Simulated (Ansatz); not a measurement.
The system is Rh.

```
CELL_PARAMETERS angstrom
0.00000 1.89785 1.89785
1.89785 0.00000 1.89785
1.89785 1.89785 0.00000
ATOMIC_POSITIONS crystal
Rh 0.00000 0.00000 0.00000
```

Base run:

```yaml
Program: Ansatz 0.2.0
Functional: BLYP
Potentials_or_basis: Ansatz PAW
Cutoff: 420 eV
Density_cutoff: 1680 eV
k_mesh: 12 × 12 × 12
Occupations: fermi-dirac, width 0.05 eV
Spin: no spin polarisation
```

Its results: band gap on the k mesh none (metal or under the smearing width); pressure 21.3 GPa.

Task: The run is repeated on the same cell with these changes: functional from BLYP to PBE. What comes out?

Result: Band gap on the k mesh none (metal or under the smearing width); pressure 7.3 GPa.

PBE binds more tightly than BLYP, so the same cell stands under less pressure.

Caveats: the potentials were made for another functional, which shifts forces and pressure (some runs); so large a pressure means that the cell lies far from this level's equilibrium, or that cutoff or potentials fall short (some runs); the PAW data sets come from PBE, with cores solved anew for the run's functional, which leaves a small shift of forces and pressure (some runs).

Not every run made on this cell is shown here.
